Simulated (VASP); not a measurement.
# Cs (Fm-3m) in VASP: notebook

One crystal, Cs, is run at these levels: PBE; tasks: single point, relaxation of cell and atoms.

Program: VASP 6.6.1. These are calculated values, not measurements. Logs are shortened: lines on timing, memory, paths and dates and some standing lists are left out, and cuts for length are marked.

## 1. The structure

Symmetry: Fm-3m, No. 225, cubic system. Conventional cell: a = 7.767 Å, b = 7.767 Å, c = 7.767 Å, α = 90.00°, β = 90.00°, γ = 90.00°.

This isn't the form of Cs at room conditions, which is bcc.

## 2. Single point, PBE

Input file INCAR:

```
PREC = Accurate ; ENCUT = 520
EDIFF = 1E-6 ; ISMEAR = 0
SIGMA = 0.1 ; LREAL = False
LASPH = True ; NELM = 100
ALGO = Normal ; ISIF = 2
LWAVE = False ; LCHARG = False
GGA = PE ; NBANDS = 10
```

Input file KPOINTS:

```
regular mesh
0
Gamma
  12 12 12
```

Input file POSCAR:

```
Cs
1.0
    0.0000000000      3.8834830870      3.8834830870
    3.8834830870      0.0000000000      3.8834830870
    3.8834830870      3.8834830870      0.0000000000
Cs
1
Direct
    0.0000000000      0.0000000000      0.0000000000
```

Potentials or basis: VASP PAW PBE potentials, release 64 (Cs_sv).

Run with:

```
$ cat potpaw_PBE.64/Cs_sv/POTCAR > POTCAR
$ mpirun -np 1 vasp_std > vasp.out
```

OUTCAR:

```text
PREC = Accurate
   ENCUT = 520
   EDIFF = 1E-6
   ISMEAR = 0
   LREAL = False
   LASPH = True
   NELM = 100
   ISIF = 2
   GGA = PE

 ion  position               nearest neighbor table
   1  0.000  0.000  0.000-

  LATTYP: Found a face centered cubic cell.
 ALAT       =     7.7669661740

  Lattice vectors:

 A1 = (   0.0000000000,   3.8834830870,   3.8834830870)
 A2 = (   3.8834830870,   0.0000000000,   3.8834830870)
 A3 = (   3.8834830870,   3.8834830870,   0.0000000000)

Analysis of symmetry for initial positions (statically):
=====================================================================
 Subroutine PRICEL returns:
 Original cell was already a primitive cell.

 Routine SETGRP: Setting up the symmetry group for a
 face centered cubic supercell.

 Subroutine GETGRP returns: Found 48 space group operations
 (whereof 48 operations were pure point group operations)
 out of a pool of 48 trial point group operations.

The static configuration has the point symmetry O_h .

Analysis of symmetry for dynamics (positions and initial velocities):
=====================================================================
 Subroutine PRICEL returns:
 Original cell was already a primitive cell.

 Routine SETGRP: Setting up the symmetry group for a
 face centered cubic supercell.

 Subroutine GETGRP returns: Found 48 space group operations
 (whereof 48 operations were pure point group operations)
 out of a pool of 48 trial point group operations.

The dynamic configuration has the point symmetry O_h .

 Subroutine INISYM returns: Found 48 space group operations
 (whereof 48 operations are pure point group operations),
 and found     1 'primitive' translations

----------------------------------------------------------------------------------------

                                     Primitive cell

  volume of cell :     117.1370

  direct lattice vectors                    reciprocal lattice vectors
     0.000000000  3.883483087  3.883483087    -0.128750400  0.128750400  0.128750400
     3.883483087  0.000000000  3.883483087     0.128750400 -0.128750400  0.128750400
     3.883483087  3.883483087  0.000000000     0.128750400  0.128750400 -0.128750400

  length of vectors
     5.492074451  5.492074451  5.492074451     0.223002234  0.223002234  0.223002234

  position of ions in fractional coordinates (direct lattice)
     0.000000000  0.000000000  0.000000000

  ion indices of the primitive-cell ions
   primitive index   ion index
                 1           1

----------------------------------------------------------------------------------------

[... 74 lines left out ...]
   NFREE  =      0    steps in history (QN), initial steepest desc. (CG)
   ISIF   =      2    stress and relaxation
   ISYM   =      2    0-nonsym 1-usesym 2-fastsym
   POTIM  = 0.5000    time-step for ionic-motion
   TEBEG  =    0.0;   TEEND  =   0.0 temperature during run
   PSTRESS=    0.0 pullay stress
   NELECT =       9.0000    total number of electrons
   NUPDOWN=      -1.0000    fix difference up-down
   EMIN   =  10.00;   EMAX   =-10.00  energy-range for DOS
   EFERMI =   0.00;   METHOD = LEGACY
   ISMEAR =     0;   SIGMA  =   0.10  broadening in eV -4-tet -1-fermi 0-gaus
   EFERMI_NEDOS =   21; number of points for ismear=-14 and -15
   IALGO  =     38    algorithm
   IMIX   =      4    mixing-type and parameters
     AMIX     =   0.40;   BMIX     =  1.00
     AMIX_MAG =   1.60;   BMIX_MAG =  1.00
  volume/ion in A,a.u.               =     117.14       790.48
  Fermi-wavevector in a.u.,A,eV,Ry     =   0.695971  1.315194  6.590324  0.484375
  Thomas-Fermi vector in A             =   1.778891
   LORBIT       =      0    0 simple, 1 ext, 2 COOP (PROOUT), +10 PAW based schemes
   GGA     = PE    functional components
   LHFCALC =     F    Hartree Fock is set to
   AEXX    =    0.0000 exact exchange contribution
   IVDW    =     0    specifies the selected vdW correction
   LEPSILON=     F    determine dielectric tensor
   LRPA    =     F    only Hartree local field effects (RPA)
 non-spin polarized calculation
 Gauss-broadening in eV      SIGMA  =   0.10
  energy-cutoff  :      520.00
  volume of cell :      117.14
 maximum number of plane-waves:      3178
 NGX is ok and might be reduce to    42
   NGX = 21   NGY = 21   NGZ = 21

 number of electron       8.9999998 magnetization

 Free energy of the ion-electron system (eV)
  ---------------------------------------------------
  ext. energy  EPLUGINS =         0.00000000
  ---------------------------------------------------
  free energy    TOTEN  =        -0.85435062 eV

  energy without entropy =       -0.84774640  energy(sigma->0) =       -0.85104851

 E-fermi :   0.3989     XC(G=0):  -5.3603

 val. band max:        0.3942548611   @ k =   0.5000   0.2500   0.0833
 cond. band min:       0.4207631594   @ k =   0.5000   0.0833   0.0000
 fundamental gap:      0.0265082984
 Fermi energy:         0.3988785918

 k-point     1 :       0.0000    0.0000    0.0000
  band No.  band energies     occupation
      1     -23.4547      2.00000
      2     -10.2021      2.00000
      3     -10.2021      2.00000
      4     -10.2021      2.00000
      5      -1.2520      2.00000
      6       2.8460      0.00000
      7       2.8460      0.00000
      8       2.8460      0.00000
      9       3.9133      0.00000
     10       3.9133      0.00000
[... 287 lines left out ...]
 k-point    24 :      -0.4167    0.1667    0.0000
  band No.  band energies     occupation
      1     -23.4487      2.00000
      2     -10.3175      2.00000
      3     -10.2426      2.00000
      4     -10.2242      2.00000
      5       0.6141      0.00234
      6       1.1812      0.00000
      7       2.2510      0.00000
      8       2.9108      0.00000
      9       4.2893      0.00000
     10       4.4230      0.00000

 [... further k-points ...]
[... 5 lines left out ...]
  --------------------------------------------------------------------------------------
  -------------------------------------------------------------------------------------
  Total       -0.0005451     -0.0005451     -0.0005451      0.0000000     -0.0000000      0.0000000
  in kB       -0.0074551     -0.0074551     -0.0074551      0.0000000     -0.0000000      0.0000000
  external PRESSURE =      -0.0074551 kB  Pullay stress =       0.0000000 kB

 VOLUME and BASIS-vectors are now :
 -----------------------------------------------------------------------------
  energy-cutoff  :      520.00
  volume of cell :      117.14
      direct lattice vectors                 reciprocal lattice vectors
     0.000000000  3.883483087  3.883483087    -0.128750400  0.128750400  0.128750400
     3.883483087  0.000000000  3.883483087     0.128750400 -0.128750400  0.128750400
     3.883483087  3.883483087  0.000000000     0.128750400  0.128750400 -0.128750400

 POSITION                                       TOTAL-FORCE (eV/Angst)
 -----------------------------------------------------------------------------------
      0.00000      0.00000      0.00000         0.000000      0.000000      0.000000
 -----------------------------------------------------------------------------------
    total drift:                               -0.000000     -0.000000      0.000000

  FREE ENERGIE OF THE ION-ELECTRON SYSTEM (eV)
  ---------------------------------------------------
  free  energy   TOTEN  =        -0.8543506200 eV

  energy  without entropy=       -0.8477464034  energy(sigma->0) =       -0.85104851
```

stdout:

```text
POSCAR found type information on POSCAR Cs
 POSCAR found :  1 types and       1 ions
 scaLAPACK will be used
 LDA part: xc-table for (Slater+PW92), standard interpolation
 POSCAR, INCAR and KPOINTS ok, starting setup
 FFT: planning ... GRIDC
 FFT: planning ... GRID_SOFT
 FFT: planning ... GRID
 WAVECAR not read
 entering main loop
```

Wall time 34 s (1 thread of Intel Xeon 6975P-C (Granite Rapids), shared host); peak memory 0.28 GiB.

Results:

| Property | Result |
| --- | --- |
| Free energy | -0.8544 eV |
| Pressure | 0.0 GPa |
| Band gap on the k mesh | none (metal or under the smearing width) |

## 3. Relaxation of cell and atoms, PBE

This run uses another cell than the first one, of 123.10 Å³/atom, 1.051 times its volume.

Input file INCAR:

```
SYSTEM = Cs
PREC     = Accurate       ! precision mode
ENCUT    = 600            ! plane-wave cutoff, eV
EDIFF    = 1E-6           ! SCF threshold, eV
ISMEAR   = 0              ! smearing method
SIGMA    = 0.1            ! smearing width, eV
LREAL    = .False.        ! projectors in reciprocal space
LASPH    = .True.         ! aspherical terms in the spheres
NELM     = 100            ! most SCF steps
ALGO     = Fast           ! electronic algorithm
ISIF     = 3              ! what is computed and relaxed
LWAVE    = .False.        ! write WAVECAR
LCHARG   = .False.        ! write CHGCAR
GGA      = PE             ! functional
IBRION   = 2              ! ionic algorithm
NSW      = 100            ! ionic steps
EDIFFG   = -0.01          ! ionic threshold
```

Input file KPOINTS:

```
regular mesh
0
Gamma
  12 12 12
  0 0 0
```

Input file POSCAR:

```
Cs
1.0
    0.0000000000      3.9483357400      3.9483357400
    3.9483357400      0.0000000000      3.9483357400
    3.9483357400      3.9483357400      0.0000000000
Cs
1
Direct
    0.0000000000      0.0000000000      0.0000000000
```

Potentials or basis: VASP PAW PBE potentials, release 64 (Cs_sv).

Run with:

```
$ cat potpaw_PBE.64/Cs_sv/POTCAR > POTCAR
$ mpirun -np 1 vasp_std > vasp.out
```

It took 2 min on 1 thread of Intel Xeon 6975P-C (Granite Rapids), shared host; peak memory 0.37 GiB.

The run converged. Its results:

* Free energy: -0.8545 eV
* Relaxed volume: 116.98 Å³/atom
* Relaxed cell: a = 5.490 Å, b = 5.490 Å, c = 5.490 Å, α = 60.00°, β = 60.00°, γ = 60.00°
* Space group after relaxing (to 0.05 Å): Fm-3m (No. 225)
* Energy gained by relaxing: 1.6 meV/atom
* Ionic steps: 4
* Pressure after relaxing: 0.0 GPa
* Band gap on the k mesh: none (metal or under the smearing width)

The path:
```tsv
step	energy change (eV)	largest force (eV/Å)	pressure (GPa)	volume (Å³)
1	0.0000	0.0000	-0.09	123.10
2	-0.0006	0.0000	-0.07	121.86
3	-0.0016	0.0000	-0.02	118.55
4	-0.0016	0.0000	0.00	116.98
```

Final structure:
```yaml
crystal:
  lattice:
    - [0.00000, 3.88176, 3.88176]
    - [3.88176, 0.00000, 3.88176]
    - [3.88176, 3.88176, 0.00000]
  atoms:
    - { symbol: Cs, position: [0.00000, 0.00000, 0.00000] }
```

Levels at points of the mesh, in eV from the Fermi level:
| k point | band 1 | band 2 | band 3 | band 4 | band 5 | band 6 | band 7 | band 8 |
| --- | --- | --- | --- | --- | --- | --- | --- | --- |
| (0.00, 0.00, 0.00) | -23.85 | -10.60 | -10.60 | -10.60 | -1.65 | 2.45 | 2.45 | 2.45 |
| (0.50, 0.00, 0.00) | -23.85 | -10.73 | -10.62 | -10.62 | -0.02 | 0.76 | 2.31 | 2.31 |
| (0.50, 0.50, 0.00) | -23.85 | -10.72 | -10.65 | -10.65 | 0.29 | 1.06 | 1.42 | 3.98 |

Spin-orbit coupling is left out, which matters for the levels of Cs.

## 4. Single point, PBE

This run uses another cell than the first one, of 123.10 Å³/atom, 1.051 times its volume.

Input file INCAR:

```
PREC = Accurate
ENCUT = 520
EDIFF = 1E-6
ISMEAR = 0
SIGMA = 0.1
LREAL = F
LASPH = T
NELM = 100
ALGO = Normal
ISIF = 2
LWAVE = F
LCHARG = F
GGA = PE
NBANDS = 10
```

Input file KPOINTS:

```
regular mesh
0
Gamma
  4 4 4
```

POSCAR is that of step 3.

Run with:

```
$ cat potpaw_PBE.64/Cs_sv/POTCAR > POTCAR
$ mpirun -np 1 vasp_std > vasp.out
```

Wall time 5.1 s (1 thread of Intel Xeon 6975P-C (Granite Rapids), shared host); peak memory 0.23 GiB.

The run converged. Its results:

- Free energy: -0.8222 eV
- Pressure: -0.1 GPa
- Band gap on the k mesh: none (metal or under the smearing width)

Levels at points of the mesh, in eV from the Fermi level:
| k point | band 2 | band 3 | band 4 | band 5 | band 6 | band 7 | band 8 | band 9 |
| --- | --- | --- | --- | --- | --- | --- | --- | --- |
| (0.00, 0.00, 0.00) | -10.72 | -10.72 | -10.72 | -1.69 | 2.33 | 2.33 | 2.33 | 3.35 |
| (0.50, 0.00, 0.00) | -10.83 | -10.73 | -10.73 | -0.09 | 0.63 | 2.20 | 2.20 | 4.09 |
| (0.50, 0.50, 0.00) | -10.82 | -10.76 | -10.76 | 0.24 | 0.99 | 1.25 | 3.74 | 3.74 |

Spin-orbit coupling is left out, which matters for the levels of Cs.

## 5. The runs side by side

| task | cell | k mesh | cutoff (eV) | gap on the mesh (eV) | pressure (GPa) |
| --- | --- | --- | --- | --- | --- |
| single point | Fm-3m, 117.14 Å³/atom | 12 × 12 × 12 | 520 | none | 0.0 |
| relaxation of cell and atoms | relaxed | 12 × 12 × 12 | 600 | none | 0.0 |
| single point | Fm-3m, 123.1 Å³/atom | 4 × 4 × 4 | 520 | none | -0.1 |

Alike in all rows: level PBE; potentials or basis VASP PAW PBE potentials, release 64 (Cs_sv); no spin polarisation; smearing gaussian 0.1 eV.

Absolute energies hang on the potentials; compare differences alone.
